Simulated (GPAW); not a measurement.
# Ni (Fm-3m) in GPAW: further runs, part 2 of 2

GPAW 26.7.0. Earlier steps stand in the parts before.

## Step 5: Band structure, PBEsol+U, collinear spin, ferromagnetic start

Input file run.py:

```python
from ase import Atoms
from ase.dft.bandgap import bandgap
from ase.io import write
from ase.units import GPa
from gpaw import GPAW, PW, setup_paths

setup_paths.insert(0, '.')

atoms = Atoms(['Ni'],
              cell=[[0.0, 1.737572933, 1.737572933],
                    [1.737572933, 0.0, 1.737572933],
                    [1.737572933, 1.737572933, 0.0]],
              scaled_positions=[[0.0, 0.0, 0.0]],
              pbc=True)
atoms.set_initial_magnetic_moments([1.0])

calc = GPAW(mode=PW(600),
            xc='PBEsol',
            kpts={'size': (13, 13, 13), 'gamma': True},
            occupations={'name': 'fermi-dirac', 'width': 0.05},
            setups={'Ni': ':d,6.0'},
            nbands=17,
            convergence={'density': 1e-05, 'energy': 1e-05},
            maxiter=150,
            txt='gpaw.txt')
atoms.calc = calc
energy = atoms.get_potential_energy()
forces = atoms.get_forces()
stress = atoms.get_stress()
calc.write('gs.gpw')
write('result.traj', atoms)
print(f'Energy: {energy:.6f} eV')
print('Forces (eV/A):')
print(forces.round(4))
print('Stress (GPa):', (stress / GPa).round(3))
print('Moments:', calc.get_magnetic_moments().round(3))
print('Fermi level:', round(calc.get_fermi_level(), 4), 'eV')
print(f'Gap: {bandgap(calc)[0]:.4f} eV, direct: {bandgap(calc, direct=True)[0]:.4f} eV')

path = atoms.cell.bandpath('GXWKGLUWLK,UX', npoints=80, eps=1e-4)
bs_calc = calc.fixed_density(kpts=path, symmetry='off', nbands=25,
                             convergence={'bands': 'CBM+6.0', 'eigenstates': 1e-6}, txt='bands.txt')
bs = bs_calc.band_structure()
bs.write('bs.json')
print(f'Gap on the path: {bandgap(bs_calc)[0]:.4f} eV')
```

Started as:

```sh
$ gpaw-setup -f PBEsol Ni
$ OMP_NUM_THREADS=1 python run.py
```

It took 49 s on 1 thread of Intel Xeon Platinum 8259CL at 2.50GHz (Skylake/Cascade Lake), shared host; peak memory 0.19 GiB.

It converged, with:

| Property | Result |
| --- | --- |
| Free energy | -4.6353 eV |
| Pressure | 0.2 GPa |
| Band gap along the path | none (metal or under the smearing width) |
| Net moment | 0.91 μB per cell |
| Site moments | Ni +0.99 μB |

Levels at the corners of the path, in eV from the Fermi level:
Spin up:
| point | band 6 | band 7 | band 8 | band 9 | band 10 |
| --- | --- | --- | --- | --- | --- |
| Γ | -4.81 | -4.81 | -3.36 | -3.36 | 24.19 |
| X | -2.71 | -2.71 | -2.59 | 2.49 | 8.96 |
| W | -5.24 | -3.38 | -2.71 | 7.59 | 7.59 |
| K | -4.17 | -3.16 | -2.98 | 5.53 | 7.08 |
| Γ | -4.81 | -4.81 | -3.36 | -3.36 | 24.19 |
| L | -4.68 | -2.76 | -2.76 | -0.39 | 5.26 |
| U | -4.17 | -3.16 | -2.98 | 5.53 | 7.08 |
| W | -5.24 | -3.38 | -2.71 | 7.59 | 7.59 |
| L | -4.68 | -2.76 | -2.76 | -0.39 | 5.26 |
| K | -4.17 | -3.16 | -2.98 | 5.53 | 7.08 |
| U | -4.17 | -3.16 | -2.98 | 5.53 | 7.08 |
| X | -2.71 | -2.71 | -2.59 | 2.49 | 8.96 |
Spin down:
```csv
point,band 4,band 5,band 6,band 7,band 8,band 9,band 10
Γ,-9.41,-2.38,-2.38,-1.51,-1.51,-1.51,23.73
X,-6.04,-3.68,-1.56,0.91,0.91,2.32,9.32
W,-5.10,-2.46,-2.46,-2.43,0.91,8.31,8.31
K,-5.24,-3.26,-2.18,-1.39,0.59,6.30,7.62
Γ,-9.41,-2.38,-2.38,-1.51,-1.51,-1.51,23.73
L,-4.59,-3.18,-3.18,-0.55,0.16,0.16,6.77
U,-5.24,-3.26,-2.18,-1.39,0.59,6.30,7.62
W,-5.10,-2.46,-2.46,-2.43,0.91,8.31,8.31
L,-4.59,-3.18,-3.18,-0.55,0.16,0.16,6.77
K,-5.24,-3.26,-2.18,-1.39,0.59,6.30,7.62
U,-5.24,-3.26,-2.18,-1.39,0.59,6.30,7.62
X,-6.04,-3.68,-1.56,0.91,0.91,2.32,9.32
```

Caveat: the stock nickel data set gives pressures a few GPa off other programs; the U is typed as a test and isn't derived for this compound. The state reached can hang on the start; a lower one may exist.

## Step 6: Band structure, PBEsol+U, collinear spin, ferromagnetic start

Changes to run.py since step 5:

```diff
@@ -20,3 +20,3 @@
             occupations={'name': 'fermi-dirac', 'width': 0.05},
-            setups={'Ni': ':d,6.0'},
+            setups={'Ni': ':d,8.0'},
             nbands=17,
```

Potentials or basis: PAW data sets generated in the run's folder for this functional, pw.

Started as:

```sh
$ gpaw-setup -f PBEsol Ni
$ OMP_NUM_THREADS=1 python run.py
```

Run time: 51 s. Hardware: 1 thread of Intel Xeon Platinum 8259CL at 2.50GHz (Skylake/Cascade Lake), shared host; peak memory 0.19 GiB.

The run converged. Its results:

- Free energy: -3.6762 eV
- Pressure: 0.4 GPa
- Band gap along the path: none (metal or under the smearing width)
- Net moment: 0.92 μB per cell
- Site moments: Ni +1.02 μB

Levels at the corners of the path, in eV from the Fermi level:
Spin up:
```csv
point,band 5,band 6,band 7,band 8,band 9,band 10
Γ,-5.71,-5.71,-5.71,-4.24,-4.24,24.18
X,-7.40,-3.63,-3.63,-3.46,2.48,8.63
W,-6.06,-6.06,-4.23,-3.63,7.41,7.41
K,-6.53,-4.99,-4.02,-3.90,5.37,6.86
Γ,-5.71,-5.71,-5.71,-4.24,-4.24,24.18
L,-5.55,-5.55,-3.65,-3.65,-0.42,4.94
U,-6.53,-4.99,-4.02,-3.90,5.37,6.86
W,-6.06,-6.06,-4.23,-3.63,7.41,7.41
L,-5.55,-5.55,-3.65,-3.65,-0.42,4.94
K,-6.53,-4.99,-4.02,-3.90,5.37,6.86
U,-6.53,-4.99,-4.02,-3.90,5.37,6.86
X,-7.40,-3.63,-3.63,-3.46,2.48,8.63
```
Spin down:
| point | band 4 | band 5 | band 6 | band 7 | band 8 | band 9 | band 10 |
| --- | --- | --- | --- | --- | --- | --- | --- |
| Γ | -9.50 | -3.24 | -3.24 | -1.47 | -1.47 | -1.47 | 23.60 |
| X | -6.78 | -3.69 | -2.42 | 0.99 | 0.99 | 2.23 | 8.96 |
| W | -5.85 | -3.27 | -2.46 | -2.46 | 0.99 | 8.28 | 8.28 |
| K | -5.99 | -3.27 | -3.03 | -1.39 | 0.66 | 6.28 | 7.46 |
| Γ | -9.50 | -3.24 | -3.24 | -1.47 | -1.47 | -1.47 | 23.60 |
| L | -4.63 | -3.95 | -3.95 | -0.64 | 0.13 | 0.13 | 6.79 |
| U | -5.99 | -3.27 | -3.03 | -1.39 | 0.66 | 6.28 | 7.46 |
| W | -5.85 | -3.27 | -2.46 | -2.46 | 0.99 | 8.28 | 8.28 |
| L | -4.63 | -3.95 | -3.95 | -0.64 | 0.13 | 0.13 | 6.79 |
| K | -5.99 | -3.27 | -3.03 | -1.39 | 0.66 | 6.28 | 7.46 |
| U | -5.99 | -3.27 | -3.03 | -1.39 | 0.66 | 6.28 | 7.46 |
| X | -6.78 | -3.69 | -2.42 | 0.99 | 0.99 | 2.23 | 8.96 |

Caveat: the stock nickel data set gives pressures a few GPa off other programs; the U is typed as a test and isn't derived for this compound. The state reached can hang on the start; a lower one may exist.

## Step 7: The runs side by side

| U | pressure (GPa) | moment (μB) |
| --- | --- | --- |
| Ni d U = 2 eV | -1.6 | 0.67 |
| Ni d U = 3 eV | -0.8 | 0.79 |
| Ni d U = 4 eV | -0.4 | 0.85 |
| Ni d U = 6 eV | 0.2 | 0.91 |
| Ni d U = 8 eV | 0.4 | 0.92 |

Alike in all rows: task band structure; level PBEsol+U; potentials or basis PAW data sets generated in the run's folder for this functional, pw; spin collinear, ferromagnetic start; cell as given; k mesh 13 × 13 × 13; cutoff (eV) 600; smearing fermi-dirac 0.05 eV.

Caveats: the stock nickel data set gives pressures a few GPa off other programs; the U is typed as a test and isn't derived for this compound.

Absolute energies hang on the potentials; compare differences alone.
